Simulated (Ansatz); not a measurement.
# AgBr: the crystal squeezed far

One table from this session's results is given with a row withheld; the runs are named, their logs left out.

Computed with Ansatz 0.2.0 (DFT PBEsol, with the methods named in each step, unless a step's input says otherwise).

1 further run of the same task is left out (it didn't finish).

## Starting point

Symmetry: Fm-3m, No. 225, cubic system. Conventional cell: a = 5.784 Å, b = 5.784 Å, c = 5.784 Å, α = 90.00°, β = 90.00°, γ = 90.00°. Ag (site symmetry m-3m) has 6 Br at 2.89 Å as nearest neighbours. Around Br (site symmetry m-3m) lie 6 Ag at 2.89 Å.

Coordinates:

```xyz
2
Lattice="0.0000 2.8922 2.8922 2.8922 0.0000 2.8922 2.8922 2.8922 0.0000" Properties=species:S:1:pos:R:3 pbc="T T T"
Ag    0.0000    0.0000    0.0000
Br    2.8922    2.8922    2.8922
```

Whether this phase is the stable one at these pressures isn't tested.

Atoms are numbered in the order of the input: Ag1, Br2.

Set-up of the first run:

input.yaml reads:

```yaml
crystal:
  lattice:
    - [0.0, 2.8921694793, 2.8921694793]
    - [2.8921694793, 0.0, 2.8921694793]
    - [2.8921694793, 2.8921694793, 0.0]
  atoms:
    - { symbol: Ag, position: [0.0, 0.0, 0.0] }
    - { symbol: Br, position: [0.5, 0.5, 0.5] }
kpoints:
  mp_grid: { grid: [8, 8, 8] }
  band_path:
    path:
      - [0.0, 0.0, 0.0]
      - [0.5, 0.0, 0.5]
      - [0.625, 0.25, 0.625]
      - [0.375, 0.375, 0.75]
      - [0.0, 0.0, 0.0]
      - [0.5, 0.5, 0.5]
      - [0.5, 0.25, 0.75]
      - [0.5, 0.0, 0.5]
    npoints: 14
scf:
  occupations: { method: fermi_dirac, width: 0.03 }
hamiltonian:
  xc: pbesol
  pseudopotentials: { kind: all_electron, lapw: { basis_error: 0.001 } }
output:
  forces: true
  stress: true
  eigenvalues: true
  populations: true
```

Launch:

```console
$ ansatz run input.yaml --threads 1 --pin off --max-ram 2048MiB --backend cpu --events-out ev --progress --plain --runs-dir out
```

Steps of the session up to this table: The reference volume, LAPW; Volume scaled by 1, crystal datasets; Volume scaled by 0.8, LAPW; Volume scaled by 0.7, LAPW; Volume scaled by 0.4, LAPW; Volume scaled by 0.4, crystal datasets.

One of the session's tables, all rows but one given; the rest of the session is left out.

```
          method  volume over the first  volume (Å³/atom)  pressure (GPa)
            LAPW                      1            24.192           -2.58
            LAPW                    0.8            19.354           13.48
            LAPW                    0.7            16.934           34.63
            LAPW                    0.4                 ?               ?
             PAW                      1            24.192           -2.58
             PAW                    0.8            19.354           13.48
             PAW                    0.7            16.934           34.67
             PAW                    0.4             9.677          410.63
crystal datasets                      1            24.192           -2.58
crystal datasets                    0.4             9.677          408.53
```

Q: Estimate the row for LAPW, 0.4 from the others.

**Answer.** volume (Å³/atom): 9.677; pressure (GPa): 408.52.

Limits of these values: Warnings in the runs' records: gradients without spin orbit, stress scf threshold loose, crystal datasets made.
